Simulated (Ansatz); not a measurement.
# Cadmium, fcc: r²SCAN0 after r²SCAN

Aim: see what exact exchange does to the levels, and what it costs. Spin polarisation is left out. The cell comes from an earlier r²SCAN relaxation. Exact exchange is dear, so the k-mesh is coarse, and r²SCAN is run on the same mesh for comparison.

Computed with Ansatz 0.2.0 (DFT, plane waves (500 eV) with PBE-made PAW files, scalar-relativistic; functionals as named at each step, unless a step says otherwise).

## (1) The system as given

It takes space group Fm-3m (No. 225, cubic). Conventional cell: a = 4.432 Å, b = 4.432 Å, c = 4.432 Å, α = 90.00°, β = 90.00°, γ = 90.00°. Around Cd (site symmetry m-3m) lie 12 Cd at 3.13 Å.

Structure file:

```
Cd
1.0
     0.00000    2.21576    2.21576
     2.21576    0.00000    2.21576
     2.21576    2.21576    0.00000
Cd
1
Direct
  0.00000 0.00000 0.00000
```

## (2) r²SCAN, coarse mesh

The run with r²SCAN.

input.yaml

```yaml
crystal:
  lattice:
    - [0.0, 2.2157649537, 2.2157649537]
    - [2.2157649537, 0.0, 2.2157649537]
    - [2.2157649537, 2.2157649537, 0.0]
  atoms:
    - { symbol: Cd, position: [0.0, 0.0, 0.0] }
hamiltonian:
  xc: r2scan
  pseudopotentials:
    kind: paw
    azcp:
      Cd: "pseudopotentials/Cd.paw.azcp"
basis:
  ecutwfc: 500
  fft_grid_basis: typed
kpoints:
  mp_grid: { grid: [6, 6, 6], shift: [0, 0, 0] }
magnetization:
  spin_polarized: false
scf:
  occupations: { method: fermi_dirac, width: 0.1 }
```

Launch:

```sh
$ ansatz run input.yaml --threads 4 --pin off --max-ram 8192MiB --backend cpu --events-out ev --progress --plain --runs-dir out
```

Output (excerpt; [...] marks lines left out):

```text
Warning: RAYON_NUM_THREADS=4 ignored (pool sized by the plan → 4); use --threads N
[...]
Pseudopotentials: kind: paw
Pseudopotential: Cd, paw, valence charge 20, recommended cutoff 500 eV (meta_gga), <dir>
Functional definition: r2SCAN
[...]
Crystal: 1 atoms, lattice volume = 21.757 Å³
Basis set: ecut = 500 eV, 537 PW (Γ), exchange–correlation on 96×96×96 points (64 copies of the dense FFT grid, shifted against one another)
Bands: 14, of which v1, the nominal top of the filled ones, is band 10 counted from 1 (9 counted from 0)
Symmetry: 48 space group operations
Space group: Fm-3m (ITA 225), of the structure as read, at distance tolerance 2.8e-5 Å
k-points: 16 of 216
[...]
SCF iter   1: F=—  HF=-8268.051241 eV  |F-HF|=—  |Δ(HF+E_count)|=         —  Δρ=6.15e-3  dr2=5.54e-3  dr2_τ=5.40e-3  ethr=1.77e-3  ⟨swp⟩=4.8  Hψ=1142  notcnv=0
[...]
SCF iter   6: F=-8268.053386 eV  HF=-8268.053386 eV  |F-HF|=2.23e-9  |Δ(HF+E_count)|=   3.40e-8  Δρ=2.75e-6  dr2=9.15e-10  dr2_τ=1.71e-10  ethr=5.00e-10  ⟨swp⟩=2.4  Hψ=462  notcnv=0
[...]
SCF converged after 6 iterations
Free energy (F): -8268.053386 eV
[...]
E sigma→0 (E₀):  -8268.036868 eV
Entropy (-TS):   -0.033038 eV (-33.038 meV/atom)
Fermi energy:    14.642879 eV
[...]
```

Wall time 0.35 s (4 threads of Arm Neoverse V2, shared host); peak memory 0.29 GiB.

## (3) r²SCAN0, coarse mesh

The run with r²SCAN0.

Edit input.yaml of step 2 so:

```diff
@@ -8,3 +8,3 @@
 hamiltonian:
-  xc: r2scan
+  xc: r2scan0
   pseudopotentials:
@@ -22 +22,6 @@
   occupations: { method: fermi_dirac, width: 0.1 }
+output:
+  write_density: true
+  write_potential: true
+  elf: true
+  volumetric_format: npy
```

Launch:

```sh
$ ansatz run input.yaml --threads 4 --pin off --max-ram 8192MiB --backend cpu --events-out ev --progress --plain --runs-dir out
```

Output (excerpt; [...] marks lines left out):

```text
Warning: RAYON_NUM_THREADS=4 ignored (pool sized by the plan → 4); use --threads N
[...]
Pseudopotentials: kind: paw
Pseudopotential: Cd, paw, valence charge 20, recommended cutoff 500 eV (meta_gga), <dir>
Functional definition: r2SCAN0
[...]
Crystal: 1 atoms, lattice volume = 21.757 Å³
Basis set: ecut = 500 eV, 537 PW (Γ), exchange–correlation on 96×96×96 points (64 copies of the dense FFT grid, shifted against one another)
Bands: 14, of which v1, the nominal top of the filled ones, is band 10 counted from 1 (9 counted from 0)
Symmetry: 48 space group operations
Space group: Fm-3m (ITA 225), of the structure as read, at distance tolerance 2.8e-5 Å
k-points: 16 of 216
[...]
SCF iter   1: F=—  HF=-8268.050807 eV  |F-HF|=—  |Δ(HF+E_count)|=         —  Δρ=6.02e-3  dr2=4.56e-3  dr2_τ=5.73e-3  ethr=1.77e-3  ⟨swp⟩=9.5  Hψ=1034  notcnv=0
[...]
Frozen-core exchange: fock
[...]
hybrid outer 2: dexx = +9.967e-7 eV, tail = 9.51e-8 eV, Δε = 3.74e-3 eV (about 8.28e-4 eV left of the loop's levels)
hybrid SCF converged: 2 outer / 21 inner (+6 warm-up), last move |dexx| = 9.97e-7 eV, tail = 9.51e-8 eV
Stability not checked: this state was not tested for a lower state beside it, because the functional holds exact exchange (a hybrid, or Hartree-Fock), whose exchange loop this test does not read (fock_operator; see scf.lower_state_search)
Free energy (F): -8267.694481 eV
Frozen-core exchange: fock
[...]
E sigma→0 (E₀):  -8267.685607 eV
Entropy (-TS):   -0.017748 eV (-17.748 meV/atom)
Fermi energy:    14.642326 eV
[...]
--- Band table (eV; the first three rows and the last of 16) ---
  k-point 0: bands = ["-96.7369", "-55.7689", "-55.7689", "-55.7689", "2.7332", "2.7332", "2.7332", "3.2131", "3.2131", "3.7402", "29.0184", "31.0398"]
[...]
  guard bands above this table: 2 of the run's 14 bands. The solve was not asked for them (output.publish_guard_bands: true or output.eigenvalues: true publishes all)
```

It took 3.1 s on 4 threads of Arm Neoverse V2, shared host; peak memory 0.77 GiB.

Axes a, b and c in the maps are those of this run's conventional cell (a, b, c = 4.432, 4.432, 4.432 Å).

Density in a lattice plane of the grid's cell (edges 4.43 and 4.43 Å, at 0.000 of the third edge), which holds Cd.

Ten even steps from '0' (0.08 e/Å³) to '9' (26.44 e/Å³):
```
864200000000000000000246
432100000000000000000123
110000000000000000000001
000000000000000000000000
000000000000000000000000
000000000000000000000000
000000000001110000000000
000000000123432100000000
000000000246864200000000
000000001258985210000000
000000000246864200000000
000000000123432100000000
000000000001110000000000
000000000000000000000000
000000000000000000000000
000000000000000000000000
110000000000000000000001
432100000000000000000123
864200000000000000000246
985210000000000000001258
```
Columns run along the first of these edges and rows up along the second, over one cell in 24 and 20 even steps from the bottom left corner. Atoms in the plane (fractional): Cd at (0.00, 0.00), Cd at (0.50, 0.50).

ELF in the same plane.

Ten even steps from ' ' (0.17) to '@' (0.92):
```
%%%%**==--..                          ..--==**%%
**++==--::                              ::--==++
------::                                  ::----
......                                      ....
                                                
                    ..........                  
                  ::----------::                
                ::--==++**++==--::              
              ..--==**%%%%%%**==--..            
              ..--++##@@@@@@##++--..            
              ..--==**%%%%%%**==--..            
                ::--==++**++==--::              
                  ::----------::                
                    ..........                  
                                                
......                                      ....
------::                                  ::----
**++==--::                              ::--==++
%%%%**==--..                          ..--==**%%
@@@@##++--..                          ..--++##@@
```
Columns run along the first of these edges and rows up along the second, over one cell in 24 and 20 even steps from the bottom left corner. Atoms in the plane (fractional): Cd at (0.00, 0.00), Cd at (0.50, 0.50).

Both are smooth fields of the valence electrons: close to the nuclei they are not physical.

## (4) Side by side

```tsv
functional	gap on the mesh	Fermi energy (eV)	SCF cycles	exchange loops	CPU time
r²SCAN	none (levels filled in part)	14.643	6	-	0.81 s
r²SCAN0	none (levels filled in part)	14.642	27	2	9.1 s
```

## (5) Outcome

| quantity | value |
| --- | --- |
| r²SCAN: gap | none (levels filled in part) |
| r²SCAN0: gap | none (levels filled in part) |
| r²SCAN0: SCF cycles, exchange loops | 27, 2 |
| r²SCAN0: CPU time over that of r²SCAN | 11 |
| r²SCAN0: relative to hcp | +76 meV/atom |

In words: Both r²SCAN and r²SCAN0 leave levels filled in part. The hybrid took 11 times as much CPU time as r²SCAN on the same settings. r²SCAN0 needed 2 outer loops of the exchange operator. To compare with dense-mesh energies, the change of r²SCAN from this mesh and smearing to its dense run (-121.0 meV/atom, from a run not shown) is added. Under r²SCAN0 it lies 76 meV/atom above hcp (computed apart in the same way); on such meshes a few tens of meV are uncertain for metals. Absolute energies differ from functional to functional, by eV per atom at times, and say nothing by themselves.
